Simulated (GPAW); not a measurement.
# MnO2 (P-3m1) in GPAW: settings compared, part 2 of 2

GPAW 26.7.0. Earlier steps stand in the parts before.

### 5 Single point, LDA, collinear spin, ferromagnetic start

Contents of run.py:

```python
from ase.dft.bandgap import bandgap
from ase.io import write
from ase.spacegroup import crystal
from ase.units import GPa
from gpaw import GPAW, PW

# Mn 1b
# O 2d
atoms = crystal(['Mn', 'O'],
                basis=[[0.0, 0.0, 0.5],
                       [0.3333333333, 0.6666666667, 0.70629257]],
                spacegroup=164, setting=1,  # P-3m1
                cellpar=[2.85657818, 2.85657818, 4.60137406, 90.0, 90.0, 120.0],
                primitive_cell=True)
atoms.set_initial_magnetic_moments([4.0, 0.0, 0.0])

calc = GPAW(mode=PW(600),
            xc='LDA',
            kpts={'size': (9, 9, 5), 'gamma': True},
            occupations={'name': 'fermi-dirac', 'width': 0.05},
            nbands=26,
            convergence={'density': 1e-05, 'energy': 1e-05},
            maxiter=80,
            txt='gpaw.txt')
atoms.calc = calc
energy = atoms.get_potential_energy()
forces = atoms.get_forces()
stress = atoms.get_stress()
calc.write('gs.gpw')
write('result.traj', atoms)
print(f'Energy: {energy:.6f} eV')
print('Forces (eV/A):')
print(forces.round(4))
print('Stress (GPa):', (stress / GPa).round(3))
print('Moments:', calc.get_magnetic_moments().round(3))
print('Fermi level:', round(calc.get_fermi_level(), 4), 'eV')
print(f'Gap: {bandgap(calc)[0]:.4f} eV, direct: {bandgap(calc, direct=True)[0]:.4f} eV')
```

Potentials or basis: the program's PAW data sets (release 1.2.1) made for this functional, pw.

Command:

```sh
$ OMP_NUM_THREADS=1 python run.py
```

gpaw.txt:

```text
__  _  _
 | _ |_)|_||  |
 |__||  | ||/\| - 26.7.0

Input parameters:
  mode=PW(ecut=600.0),
  convergence={'density': 1e-05, 'energy': 1e-05},
  kpts=MonkhorstPack(size=(9, 9, 5), gamma=True),
  maxiter=80,
  nbands=26,
  occupations=Occupations(name='fermi-dirac', width=0.05),
  xc=XC(name='LDA')

Diagonalizing LCAO Hamiltonian
Converting LCAO to pw mode

        O

       Mn
           O

Atoms  # Å, Bohr magnetons
|   | symbol |         x |        y |        z |    initial magnetic moments |
|---|--------|-----------|----------|----------|-----------------------------|
| 0 |     Mn |  0.000000 | 0.000000 | 2.300687 | ( 0.0000,  0.0000,  4.0000) |
| 1 |      O | -0.000000 | 1.649246 | 3.249916 | ( 0.0000,  0.0000,  0.0000) |
| 2 |      O |  1.428289 | 0.824623 | 1.351458 | ( 0.0000,  0.0000,  0.0000) |

Unit cell  # Å
| periodic |         x |        y |        z |  lengths |     angles |
|----------|-----------|----------|----------|----------|------------|
|      yes |  2.856578 | 0.000000 | 0.000000 | 2.856578 |  90.000000 |
|      yes | -1.428289 | 2.473869 | 0.000000 | 2.856578 |  90.000000 |
|      yes |  0.000000 | 0.000000 | 4.601374 | 4.601374 | 120.000000 |

Number of symmetries: 12
Symmetry operations  # r_c * U_cc + t_c -> r_c
|    | kind |            matrix            |
|----|------|------------------------------|
|  0 |  σ   |  1, 1, 0,  0,-1, 0,  0, 0, 1 |
[... 168 lines left out ...]

dipole moment: (-3.333474, -5.773746, 0.000001)  # |e|*Ang

Total magnetic moment: (0.000000, 0.000000, 2.999224)

Local magnetic moments
|        x |        y |        z |
|----------|----------|----------|
| 0.000000 | 0.000000 | 2.779684 |  # Mn   0
| 0.000000 | 0.000000 | 0.043434 |  # O    1
| 0.000000 | 0.000000 | 0.043434 |  # O    2

Fermi level: 4.093
Eigenvalues  # (at kpt = [0.000, 0.000, 0.000])
| band index |      eig [eV] | occ [0-1] |      eig [eV] | occ [0-1] |
|------------|---------------|-----------|---------------|-----------|
|          0 |       -77.043 |     1.000 |       -73.984 |     1.000 |
|        ... |               |           |               |           |
|          6 |        -2.669 |     1.000 |        -1.908 |     1.000 |
|          7 |        -2.329 |     1.000 |        -1.385 |     1.000 |
|          8 |        -2.328 |     1.000 |        -1.385 |     1.000 |
|          9 |         1.493 |     1.000 |         2.305 |     1.000 |
|         10 |         1.500 |     1.000 |         2.305 |     1.000 |
|         11 |         2.168 |     1.000 |         2.628 |     1.000 |
|         12 |         2.168 |     1.000 |         4.305 |     0.014 |
|         13 |         2.431 |     1.000 |         4.306 |     0.014 |
|         14 |         3.526 |     1.000 |         5.973 |     0.000 |
|         15 |         6.595 |     0.000 |         8.044 |     0.000 |
|         16 |         6.596 |     0.000 |         8.044 |     0.000 |
|         17 |        10.574 |     0.000 |        10.897 |     0.000 |
|         18 |        13.803 |     0.000 |        14.267 |     0.000 |
|         19 |        18.191 |     0.000 |        18.538 |     0.000 |
|         20 |        23.008 |     0.000 |        23.627 |     0.000 |
|        ... |               |           |               |           |
|         25 |        27.132 |     0.000 |        28.016 |     0.000 |

Gap: 0.429 eV
Transition (v -> c):
  (s=0, k=3, n=14, [0.11, 0.00, -0.40]) -> (s=1, k=2, n=12, [0.00, 0.00, 0.40])
Direct/indirect transitions are different
Direct gap: 0.476 eV
Transition at: (s=0->1, k=2, n=14, [0.00, 0.00, 0.40])

Forces  # eV/Ang
|        x |        y |        z |
|----------|----------|----------|
| -0.00000 | -0.00000 |  0.00000 |  # Mn   0
|  0.00000 | -0.00000 | -0.47899 |  # O    1
|  0.00000 |  0.00000 |  0.47899 |  # O    2

Stress tensor  # eV/Ang^3
|         x |         y |         z |
|-----------|-----------|-----------|
|  0.090113 | -0.000000 |  0.000000 |
| -0.000000 |  0.090113 | -0.000000 |
|  0.000000 | -0.000000 |  0.072439 |

# Writing to gs.gpw (mode='')
```

stdout:

```text
Energy: -27.242532 eV
Forces (eV/A):
[[-0.    -0.     0.   ]
 [ 0.    -0.    -0.479]
 [ 0.     0.     0.479]]
Stress (GPa): [14.438 14.438 11.606 -0.     0.    -0.   ]
Moments: [2.78  0.043 0.043]
Fermi level: 4.0926 eV
Gap: 0.4293 eV, direct: 0.4760 eV
```

It took 1.7 min on 1 thread of Intel Xeon at 2.70GHz, shared host; peak memory 0.2 GiB.

What came out:

| Property | Result |
| --- | --- |
| Free energy | -27.2426 eV |
| Pressure | -13.5 GPa |
| Largest force | 0.479 eV/Å |
| Band gap on the k mesh | 0.43 eV, indirect (least direct gap 0.48 eV) |
| Net moment | 3.00 μB per cell |
| Site moments | Mn +2.78; O +0.04 μB |

Forces in eV/Å, atoms in the order of the input:
```
Mn   0.000  0.000  0.000
O    0.000  0.000 -0.479
O    0.000  0.000  0.479
```

Caveat: the cutoff is short for stress and forces, so pressures can be off by a GPa or more; an odd mesh through Γ misses points on the zone boundary, where band edges often lie; a cell with one magnetic atom can't hold antiferromagnetic order, which such compounds often take.

### 6 Summary

| task | level | potentials or basis | k mesh | cutoff (eV) | smearing | maxiter | eigensolver | gap on the mesh (eV) | pressure (GPa) | moment (μB) | largest force (eV/Å) |
| --- | --- | --- | --- | --- | --- | --- | --- | --- | --- | --- | --- |
| single point | PBEsol | PAW data sets generated in the run's folder for this functional, pw | 11 × 11 × 6 | 800 | gaussian 0.1 eV | 150 | - | 0.71 | 0.9 | 3.00 | 0.07 |
| electron localisation function | BLYP+D3(BJ) | PAW data sets generated in the run's folder for this functional, pw | 11 × 11 × 6 | 800 | gaussian 0.1 eV | 150 | davidson | 0.73 | 5.6 | 3.00 | 0.46 |
| single point | PBE | GPAW PAW data sets (gpaw-data 1.2.1), pw | 11 × 11 × 6 | 800 | gaussian 0.05 eV | 150 | - | 0.83 | 8.1 | 3.00 | 0.47 |
| single point | LDA | the program's PAW data sets (release 1.2.1) made for this functional, pw | 9 × 9 × 5 | 600 | fermi-dirac 0.05 eV | 80 | - | 0.43 | -13.5 | 3.00 | 0.48 |

Alike in all rows: spin collinear, ferromagnetic start; cell as given.

Caveats: an odd mesh through Γ misses points on the zone boundary, where band edges often lie; a cell with one magnetic atom can't hold antiferromagnetic order, which such compounds often take; the cutoff is short for stress and forces, so pressures can be off by a GPa or more (some runs).

Absolute energies hang on the potentials; compare differences alone.
